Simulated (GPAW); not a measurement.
# Bi (Im-3m) in GPAW: a series of runs

Runs on Bi. Level: PBE. Tasks: single point.

All numbers are computed with GPAW 26.7.0; they aren't measurements. Logs are shortened: lines on timing, memory, paths and dates and some standing lists are left out, and cuts for length are marked. The log counts tension as positive stress, the text compression.

### Step 1. The crystal as given

Symmetry: Im-3m, No. 229, cubic system. The conventional cell has a = 3.963 Å, b = 3.963 Å, c = 3.963 Å, α = 90.00°, β = 90.00°, γ = 90.00°. Bi (site symmetry m-3m) has 8 Bi at 3.43 Å as nearest neighbours.

This isn't the form of Bi at room conditions, which is rhombohedral.

### Step 2. Single point, PBE

run.py reads:

```python
from ase.dft.bandgap import bandgap
from ase.io import read, write
from ase.units import GPa
from gpaw import GPAW, PW

atoms = read('Bi.cif')

calc = GPAW(mode=PW(250),
            xc='PBE',
            kpts={'size': (7, 7, 7), 'gamma': True},
            occupations={'name': 'fermi-dirac', 'width': 0.05},
            nbands=25,
            convergence={'density': 1e-05, 'energy': 1e-05},
            maxiter=100,
            txt='gpaw.txt')
atoms.calc = calc
energy = atoms.get_potential_energy()
forces = atoms.get_forces()
stress = atoms.get_stress()
calc.write('gs.gpw')
write('result.traj', atoms)
print(f'Energy: {energy:.6f} eV')
print('Forces (eV/A):')
print(forces.round(4))
print('Stress (GPa):', (stress / GPa).round(3))
print('Fermi level:', round(calc.get_fermi_level(), 4), 'eV')
print(f'Gap: {bandgap(calc)[0]:.4f} eV, direct: {bandgap(calc, direct=True)[0]:.4f} eV')
```

Bi.cif reads:

```cif
data_Bi
_cell_length_a 3.96286106
_cell_length_b 3.96286106
_cell_length_c 3.96286106
_cell_angle_alpha 90.00000000
_cell_angle_beta 90.00000000
_cell_angle_gamma 90.00000000
_space_group_name_H-M_alt 'Im-3m'
_space_group_name_Hall '-I 4 2 3'
_space_group_IT_number 229
loop_
_space_group_symop_operation_xyz
'x,y,z'
'-x,-y,-z'
'-y,x,z'
'y,-x,-z'
'-x,-y,z'
'x,y,-z'
'y,-x,z'
'-y,x,-z'
'x,-y,-z'
'-x,y,z'
'-y,-x,-z'
'y,x,z'
'-x,y,-z'
'x,-y,z'
'y,x,-z'
'-y,-x,z'
'z,x,y'
'-z,-x,-y'
'z,-y,x'
'-z,y,-x'
'z,-x,-y'
'-z,x,y'
'z,y,-x'
'-z,-y,x'
'-z,x,-y'
'z,-x,y'
'-z,-y,-x'
'z,y,x'
'-z,-x,y'
'z,x,-y'
'-z,y,x'
'z,-y,-x'
'y,z,x'
'-y,-z,-x'
'x,z,-y'
'-x,-z,y'
'-y,z,-x'
'y,-z,x'
'-x,z,y'
'x,-z,-y'
'-y,-z,x'
'y,z,-x'
'-x,-z,-y'
'x,z,y'
'y,-z,-x'
'-y,z,x'
'x,-z,y'
'-x,z,-y'
'x+1/2,y+1/2,z+1/2'
'-x+1/2,-y+1/2,-z+1/2'
'-y+1/2,x+1/2,z+1/2'
'y+1/2,-x+1/2,-z+1/2'
'-x+1/2,-y+1/2,z+1/2'
'x+1/2,y+1/2,-z+1/2'
'y+1/2,-x+1/2,z+1/2'
'-y+1/2,x+1/2,-z+1/2'
'x+1/2,-y+1/2,-z+1/2'
'-x+1/2,y+1/2,z+1/2'
'-y+1/2,-x+1/2,-z+1/2'
'y+1/2,x+1/2,z+1/2'
'-x+1/2,y+1/2,-z+1/2'
'x+1/2,-y+1/2,z+1/2'
'y+1/2,x+1/2,-z+1/2'
'-y+1/2,-x+1/2,z+1/2'
'z+1/2,x+1/2,y+1/2'
'-z+1/2,-x+1/2,-y+1/2'
'z+1/2,-y+1/2,x+1/2'
'-z+1/2,y+1/2,-x+1/2'
'z+1/2,-x+1/2,-y+1/2'
'-z+1/2,x+1/2,y+1/2'
'z+1/2,y+1/2,-x+1/2'
'-z+1/2,-y+1/2,x+1/2'
'-z+1/2,x+1/2,-y+1/2'
'z+1/2,-x+1/2,y+1/2'
'-z+1/2,-y+1/2,-x+1/2'
'z+1/2,y+1/2,x+1/2'
'-z+1/2,-x+1/2,y+1/2'
'z+1/2,x+1/2,-y+1/2'
'-z+1/2,y+1/2,x+1/2'
'z+1/2,-y+1/2,-x+1/2'
'y+1/2,z+1/2,x+1/2'
'-y+1/2,-z+1/2,-x+1/2'
'x+1/2,z+1/2,-y+1/2'
'-x+1/2,-z+1/2,y+1/2'
'-y+1/2,z+1/2,-x+1/2'
'y+1/2,-z+1/2,x+1/2'
'-x+1/2,z+1/2,y+1/2'
'x+1/2,-z+1/2,-y+1/2'
'-y+1/2,-z+1/2,x+1/2'
'y+1/2,z+1/2,-x+1/2'
'-x+1/2,-z+1/2,-y+1/2'
'x+1/2,z+1/2,y+1/2'
'y+1/2,-z+1/2,-x+1/2'
'-y+1/2,z+1/2,x+1/2'
'x+1/2,-z+1/2,y+1/2'
'-x+1/2,z+1/2,-y+1/2'
loop_
_atom_site_label
_atom_site_type_symbol
_atom_site_symmetry_multiplicity
_atom_site_Wyckoff_symbol
_atom_site_fract_x
_atom_site_fract_y
_atom_site_fract_z
_atom_site_occupancy
Bi1 Bi 2 a 0.0000000000 0.0000000000 0.0000000000 1
```

Potentials or basis: GPAW PAW data sets (gpaw-data 1.2.1), pw.

Started as:

```sh
> OMP_NUM_THREADS=1 python run.py
```

gpaw.txt:

```text
__  _  _
 | _ |_)|_||  |
 |__||  | ||/\| - 26.7.0

Input parameters:
  mode=PW(ecut=250.0),
  convergence={'density': 1e-05, 'energy': 1e-05},
  kpts=MonkhorstPack(size=(7, 7, 7), gamma=True),
  maxiter=100,
  nbands=25,
  occupations=Occupations(name='fermi-dirac', width=0.05),
  xc=XC(name='PBE')

Diagonalizing LCAO Hamiltonian
Converting LCAO to pw mode
   .---------.
  /|         |
 * |         |
 | |   Bi    |
 | |         |
 | .---------.
 |/         /
 Bi--------*

Atoms  # Å, Bohr magnetons
|   | symbol |        x |        y |        z |    initial magnetic moments |
|---|--------|----------|----------|----------|-----------------------------|
| 0 |     Bi | 0.000000 | 0.000000 | 0.000000 | ( 0.0000,  0.0000,  0.0000) |
| 1 |     Bi | 1.981431 | 1.981431 | 1.981431 | ( 0.0000,  0.0000,  0.0000) |

Unit cell  # Å
| periodic |        x |        y |        z |  lengths |    angles |
|----------|----------|----------|----------|----------|-----------|
|      yes | 3.962861 | 0.000000 | 0.000000 | 3.962861 | 90.000000 |
|      yes | 0.000000 | 3.962861 | 0.000000 | 3.962861 | 90.000000 |
|      yes | 0.000000 | 0.000000 | 3.962861 | 3.962861 | 90.000000 |

Number of symmetries: 48
Symmetry operations  # r_c * U_cc + t_c -> r_c
|    | kind |            matrix            |
|----|------|------------------------------|
|  0 |  E   |  1, 0, 0,  0, 1, 0,  0, 0, 1 |
|  1 |  σ   |  1, 0, 0,  0, 1, 0,  0, 0,-1 |
|  2 |  σ   |  1, 0, 0,  0, 0, 1,  0, 1, 0 |
|  3 |  C4  |  1, 0, 0,  0, 0, 1,  0,-1, 0 |
|  4 |  C4  |  1, 0, 0,  0, 0,-1,  0, 1, 0 |
|  5 |  σ   |  1, 0, 0,  0, 0,-1,  0,-1, 0 |
|  6 |  σ   |  1, 0, 0,  0,-1, 0,  0, 0, 1 |
|  7 |  C2  |  1, 0, 0,  0,-1, 0,  0, 0,-1 |
|  8 |  σ   |  0, 1, 0,  1, 0, 0,  0, 0, 1 |
|  9 |  C2  |  0, 1, 0,  1, 0, 0,  0, 0,-1 |
| 10 |  C3  |  0, 1, 0,  0, 0, 1,  1, 0, 0 |
| 11 |  S6  |  0, 1, 0,  0, 0, 1, -1, 0, 0 |
| 12 |  S6  |  0, 1, 0,  0, 0,-1,  1, 0, 0 |
| 13 |  C3  |  0, 1, 0,  0, 0,-1, -1, 0, 0 |
| 14 |  C4  |  0, 1, 0, -1, 0, 0,  0, 0, 1 |
| 15 |  S4  |  0, 1, 0, -1, 0, 0,  0, 0,-1 |
| 16 |  C3  |  0, 0, 1,  1, 0, 0,  0, 1, 0 |
| 17 |  S6  |  0, 0, 1,  1, 0, 0,  0,-1, 0 |
| 18 |  σ   |  0, 0, 1,  0, 1, 0,  1, 0, 0 |
| 19 |  C4  |  0, 0, 1,  0, 1, 0, -1, 0, 0 |
| 20 |  C2  |  0, 0, 1,  0,-1, 0,  1, 0, 0 |
| 21 |  S4  |  0, 0, 1,  0,-1, 0, -1, 0, 0 |
| 22 |  S6  |  0, 0, 1, -1, 0, 0,  0, 1, 0 |
| 23 |  C3  |  0, 0, 1, -1, 0, 0,  0,-1, 0 |
| 24 |  S6  |  0, 0,-1,  1, 0, 0,  0, 1, 0 |
| 25 |  C3  |  0, 0,-1,  1, 0, 0,  0,-1, 0 |
| 26 |  C4  |  0, 0,-1,  0, 1, 0,  1, 0, 0 |
| 27 |  σ   |  0, 0,-1,  0, 1, 0, -1, 0, 0 |
| 28 |  S4  |  0, 0,-1,  0,-1, 0,  1, 0, 0 |
| 29 |  C2  |  0, 0,-1,  0,-1, 0, -1, 0, 0 |
| 30 |  C3  |  0, 0,-1, -1, 0, 0,  0, 1, 0 |
| 31 |  S6  |  0, 0,-1, -1, 0, 0,  0,-1, 0 |
| 32 |  C4  |  0,-1, 0,  1, 0, 0,  0, 0, 1 |
| 33 |  S4  |  0,-1, 0,  1, 0, 0,  0, 0,-1 |
| 34 |  S6  |  0,-1, 0,  0, 0, 1,  1, 0, 0 |
| 35 |  C3  |  0,-1, 0,  0, 0, 1, -1, 0, 0 |
| 36 |  C3  |  0,-1, 0,  0, 0,-1,  1, 0, 0 |
| 37 |  S6  |  0,-1, 0,  0, 0,-1, -1, 0, 0 |
| 38 |  σ   |  0,-1, 0, -1, 0, 0,  0, 0, 1 |
| 39 |  C2  |  0,-1, 0, -1, 0, 0,  0, 0,-1 |
| 40 |  σ   | -1, 0, 0,  0, 1, 0,  0, 0, 1 |
| 41 |  C2  | -1, 0, 0,  0, 1, 0,  0, 0,-1 |
| 42 |  C2  | -1, 0, 0,  0, 0, 1,  0, 1, 0 |
| 43 |  S4  | -1, 0, 0,  0, 0, 1,  0,-1, 0 |
| 44 |  S4  | -1, 0, 0,  0, 0,-1,  0, 1, 0 |
| 45 |  C2  | -1, 0, 0,  0, 0,-1,  0,-1, 0 |
| 46 |  C2  | -1, 0, 0,  0,-1, 0,  0, 0, 1 |
| 47 |  i   | -1, 0, 0,  0,-1, 0,  0, 0,-1 |

BZ-sampling:
  Number of BZ points: 343
  Number of IBZ points: 20

  Monkhorst-Pack size: [7, 7, 7]
  Monkhorst-Pack shift: [0, 0, 0]

K-points  # in reciprocal-cell coordinates
|     |                                coordinates |     weight |
|-----|--------------------------------------------|------------|
|   0 | (  0.00000000,   0.00000000,   0.00000000) | 0.00291545 |
|   1 | (  0.14285714,   0.00000000,   0.00000000) | 0.01749271 |
|   2 | (  0.14285714,   0.14285714,   0.00000000) | 0.03498542 |
|   3 | (  0.14285714,   0.14285714,   0.14285714) | 0.02332362 |
|   4 | (  0.28571429,   0.00000000,   0.00000000) | 0.01749271 |
|   5 | (  0.28571429,   0.14285714,   0.00000000) | 0.06997085 |
|   6 | (  0.28571429,   0.14285714,   0.14285714) | 0.06997085 |
|   7 | (  0.28571429,   0.28571429,   0.00000000) | 0.03498542 |
|   8 | (  0.28571429,   0.28571429,   0.14285714) | 0.06997085 |
|   9 | (  0.28571429,   0.28571429,   0.28571429) | 0.02332362 |
| ... |                                            |            |
|  19 | (  0.42857143,   0.42857143,   0.42857143) | 0.02332362 |

Plane wave coefficients: 587
Cutoff: 250.0 eV

Spin-components: 1 (collinear spins)
Bands:           25
Projectors:      12
Spin-degeneracy: 2
Datatype:        complex128

Parallelization:
  kpt:    1
  domain: 1
  band:   1

Density:
  Valence electrons: 30.0
  Components: 1
  Grid points: [15 15 15]
  Charge: 0.0  # |e|

Potential:
  Grid points: [15 15 15]

species:
  Bi:
    name:    Bismuth
    Z:       83.0
    valence: 15
    core:    68
    charge:  0.0  # [|e|]
    compensation charges:
      type: gauss
      rc: 0.38  # [Å]
      lmax: 2
    cutoffs:
      filter: 2.23  # [Å]
      core: 2.33  # [Å]
    projectors
    | kind |    occ | energy [eV] | rcut [Å] |
    |------|--------|-------------|----------|
    |   6s |  2.000 |     -14.385 |    1.286 |
    |   6p |  3.000 |      -4.580 |    1.275 |
    |   5d | 10.000 |     -27.119 |    1.349 |
    |    s |        |      12.827 |    1.286 |
    |    p |        |      22.631 |    1.275 |
    |    d |        |       0.093 |    1.349 |

    Using partial waves for Bi as LCAO basis

Reference energy: -1169696.765905  # eV

eigensolver:
  PPCG
  Converge bands: occupied
  niter=2

density mixing:
  MSR1-Mixer
  Pratt-step length: 0.05
  Maximum mixing coefficient: 0.75
  Old densities: 10
  SVD Regularization: 0.005
  Good broyden scale: 1.0
  Trust region scale: 1.0
  Backstep threshold: 4.0
  History deletion threshold: 6.0
  Fourier metric: weight=20.0, sigma=0.015

occupation numbers:
  Fermi-Dirac:
    width: 0.0500  # eV

poisson solver:
  ecut: 2000.0  # eV

xc functional:
  name: PBE with 2 nearest neighbor stencil

convergence criteria:
- Maximum integral of absolute [dens]ity change: 1e-05 electrons / valence electron
- Maximum [total energy] change in last 3 cyles: 1e-05 eV / valence electron
- Maximum integral of absolute [eigenst]ate change: 4e-08 eV^2 / valence electron
maximum number of iterations: 100

SCF iterations
|iter     | |      energy | eigst |  dens |
|---------|-|-------------|-------|-------|
|iter:   1| |   -6.756305 | -0.78 |       |
|iter:   2| |   -6.753973 | -3.38 | -1.83 |
|iter:   3| |   -6.733759 | -3.39 | -1.87 |
|iter:   4| |   -6.733680 | -4.59 | -2.39 |
|iter:   5| |   -6.733762c| -6.08 | -2.92 |
|iter:   6| |   -6.733761c| -7.73c| -4.16 |
|iter:   7| |   -6.733760c| -7.62c| -4.59 |
|iter:   8| |   -6.733760c| -8.43c| -5.38c|

Converged in 8 steps
Energy contributions relative to reference atoms: (reference = -1169696.765905)

Energy contributions:
  Kinetic:          -3.642184
  Coulomb:           2.718366
  Zero:              0.681423
  External:          0.000000
  Xc:               -6.488431
  Entropy:          -0.005867
  Spinorbit:         0.000000
  ----------------------------
  Free energy:      -6.736694
  Extrapolated:     -6.733760

dipole moment: (-15.583802, -15.583802, -15.583802)  # |e|*Ang

Fermi level: 7.714
Eigenvalues  # (at kpt = [0.000, 0.000, 0.000])
| band index |      eig [eV] | occ [0-2] |
|------------|---------------|-----------|
|          0 |       -15.474 |     2.000 |
|        ... |               |           |
|          7 |       -15.236 |     2.000 |
|          8 |       -15.236 |     2.000 |
|          9 |       -15.236 |     2.000 |
|         10 |        -5.828 |     2.000 |
|         11 |        -0.644 |     2.000 |
|         12 |         5.829 |     2.000 |
[... 8 lines left out ...]
|         21 |        18.240 |     0.000 |
|         22 |        18.240 |     0.000 |
|        ... |               |           |
|         24 |        19.364 |     0.000 |

No gap
No difference between direct/indirect transitions

Forces  # eV/Ang
|       x |        y |       z |
|---------|----------|---------|
| 0.00000 | -0.00000 | 0.00000 |  # Bi   0
| 0.00000 |  0.00000 | 0.00000 |  # Bi   1

Stress tensor  # eV/Ang^3
|         x |         y |        z |
|-----------|-----------|----------|
|  0.069188 | -0.000000 | 0.000000 |
| -0.000000 |  0.069188 | 0.000000 |
|  0.000000 |  0.000000 | 0.069188 |

# Writing to gs.gpw (mode='')
```

Run time: 5.3 s. Hardware: 1 thread of AMD EPYC 7R43 (Zen 3), shared host; peak memory 0.13 GiB.

The run converged, but some of its settings lie outside the range that counts as converged, so its numbers aren't taken as properties of the crystal.

What came out:

| Item | Value |
| --- | --- |
| Free energy | -6.7367 eV |
| Pressure | -11.1 GPa |
| Band gap on the k mesh | none (metal or under the smearing width) |

Caveat: the cutoff is short for stress and forces, so pressures can be off by a GPa or more; spin-orbit coupling is left out, which moves the levels of the heavy elements.

### Step 3. Single point, PBE

run.py, as its differences from that of step 2:

```diff
@@ -5,9 +5,9 @@
 
-atoms = read('Bi.cif')
+atoms = read('Bi.xyz')
 
-calc = GPAW(mode=PW(250),
+calc = GPAW(mode=PW(500),
             xc='PBE',
-            kpts={'size': (7, 7, 7), 'gamma': True},
+            kpts={'size': (9, 9, 9), 'gamma': True},
             occupations={'name': 'fermi-dirac', 'width': 0.05},
-            nbands=25,
+            nbands=15,
             convergence={'density': 1e-05, 'energy': 1e-05},
```

Bi.xyz reads:

```xyz
1
Lattice="-1.9814305318 1.9814305318 1.9814305318 1.9814305318 -1.9814305318 1.9814305318 1.9814305318 1.9814305318 -1.9814305318" Properties=species:S:1:pos:R:3 pbc="T T T"
Bi     0.0000000000      0.0000000000      0.0000000000
```

Potentials or basis: GPAW PAW data sets (gpaw-data 1.2.1), pw.

Started as:

```sh
> OMP_NUM_THREADS=1 python run.py
```

gpaw.txt:

```text
__  _  _
 | _ |_)|_||  |
 |__||  | ||/\| - 26.7.0

Input parameters:
  mode=PW(ecut=500.0),
  convergence={'density': 1e-05, 'energy': 1e-05},
  kpts=MonkhorstPack(size=(9, 9, 9), gamma=True),
  maxiter=100,
  nbands=15,
  occupations=Occupations(name='fermi-dirac', width=0.05),
  xc=XC(name='PBE')

Diagonalizing LCAO Hamiltonian
Converting LCAO to pw mode

       Bi

Atoms  # Å, Bohr magnetons
|   | symbol |        x |        y |        z |    initial magnetic moments |
|---|--------|----------|----------|----------|-----------------------------|
| 0 |     Bi | 0.000000 | 0.000000 | 0.000000 | ( 0.0000,  0.0000,  0.0000) |

Unit cell  # Å
| periodic |         x |         y |         z |  lengths |     angles |
|----------|-----------|-----------|-----------|----------|------------|
|      yes | -1.981431 |  1.981431 |  1.981431 | 3.431938 | 109.471221 |
|      yes |  1.981431 | -1.981431 |  1.981431 | 3.431938 | 109.471221 |
|      yes |  1.981431 |  1.981431 | -1.981431 | 3.431938 | 109.471221 |

Number of symmetries: 48
Symmetry operations  # r_c * U_cc + t_c -> r_c
|    | kind |            matrix            |
|----|------|------------------------------|
|  0 |  σ   |  1, 1, 1,  0, 0,-1,  0,-1, 0 |
|  1 |  C4  |  1, 1, 1,  0, 0,-1, -1, 0, 0 |
|  2 |  C2  |  1, 1, 1,  0,-1, 0,  0, 0,-1 |
|  3 |  S6  |  1, 1, 1,  0,-1, 0, -1, 0, 0 |
|  4 |  S6  |  1, 1, 1, -1, 0, 0,  0, 0,-1 |
|  5 |  C4  |  1, 1, 1, -1, 0, 0,  0,-1, 0 |
|  6 |  E   |  1, 0, 0,  0, 1, 0,  0, 0, 1 |
|  7 |  σ   |  1, 0, 0,  0, 1, 0, -1,-1,-1 |
|  8 |  σ   |  1, 0, 0,  0, 0, 1,  0, 1, 0 |
|  9 |  C3  |  1, 0, 0,  0, 0, 1, -1,-1,-1 |
| 10 |  C3  |  1, 0, 0, -1,-1,-1,  0, 1, 0 |
| 11 |  σ   |  1, 0, 0, -1,-1,-1,  0, 0, 1 |
| 12 |  σ   |  0, 1, 0,  1, 0, 0,  0, 0, 1 |
[... 145 lines left out ...]
|---------|-|-------------|-------|-------|
|iter:   1| |   -4.545092 | -0.48 |       |
|iter:   2| |   -4.547236 | -2.94 | -1.80 |
|iter:   3| |   -4.552543 | -3.32 | -1.83 |
|iter:   4| |   -4.554765 | -3.82 | -2.21 |
|iter:   5| |   -4.555197 | -4.36 | -2.65 |
|iter:   6| |   -4.555197 | -6.87 | -3.46 |
|iter:   7| |   -4.555198c| -7.19 | -4.00 |
|iter:   8| |   -4.555198c| -7.73c| -5.04c|

Converged in 8 steps
Energy contributions relative to reference atoms: (reference = -584848.382953)

Energy contributions:
  Kinetic:          16.322282
  Coulomb:         -14.944479
  Zero:             -1.486781
  External:          0.000000
  Xc:               -4.444172
  Entropy:          -0.004096
  Spinorbit:         0.000000
  ----------------------------
  Free energy:      -4.557246
  Extrapolated:     -4.555198

dipole moment: (-7.710703, -7.710703, -7.710703)  # |e|*Ang

Fermi level: 7.684
Eigenvalues  # (at kpt = [0.000, 0.000, 0.000])
| band index |      eig [eV] | occ [0-2] |
|------------|---------------|-----------|
|          0 |       -15.583 |     2.000 |
|          1 |       -15.583 |     2.000 |
|          2 |       -15.583 |     2.000 |
|          3 |       -15.455 |     2.000 |
|          4 |       -15.455 |     2.000 |
|          5 |        -5.774 |     2.000 |
|          6 |        12.754 |     0.000 |
|          7 |        12.754 |     0.000 |
|          8 |        12.754 |     0.000 |
|          9 |        16.914 |     0.000 |
|         10 |        18.219 |     0.000 |
|         11 |        18.219 |     0.000 |
|         12 |        18.219 |     0.000 |
|         13 |        19.290 |     0.000 |
|         14 |        19.290 |     0.000 |

No gap
No difference between direct/indirect transitions

Forces  # eV/Ang
|       x |       y |        z |
|---------|---------|----------|
| 0.00000 | 0.00000 | -0.00000 |  # Bi   0

Stress tensor  # eV/Ang^3
|         x |         y |         z |
|-----------|-----------|-----------|
| -0.004340 |  0.000000 |  0.000000 |
|  0.000000 | -0.004340 | -0.000000 |
|  0.000000 | -0.000000 | -0.004340 |

# Writing to gs.gpw (mode='')
```

stdout:

```text
Energy: -4.555198 eV
Forces (eV/A):
[[ 0.  0. -0.]]
Stress (GPa): [-0.695 -0.695 -0.695 -0.     0.     0.   ]
Fermi level: 7.6844 eV
Gap: 0.0000 eV, direct: 0.0000 eV
```

Run time: 8.1 s. Hardware: 1 thread of AMD EPYC 7R43 (Zen 3), shared host; peak memory 0.13 GiB.

Results:

```yaml
Free_energy: -4.5572 eV
Pressure: 0.7 GPa
Band_gap_on_the_k_mesh: none (metal or under the smearing width)
```

Levels at points of the mesh, in eV from the Fermi level:
| k point | band 5 | band 6 | band 7 | band 8 | band 9 | band 10 |
| --- | --- | --- | --- | --- | --- | --- |
| (0.00, 0.00, 0.00) | -23.14 | -13.46 | 5.07 | 5.07 | 5.07 | 9.23 |

Caveat: the cutoff is short for stress and forces, so pressures can be off by a GPa or more; spin-orbit coupling is left out, which moves the levels of the heavy elements.
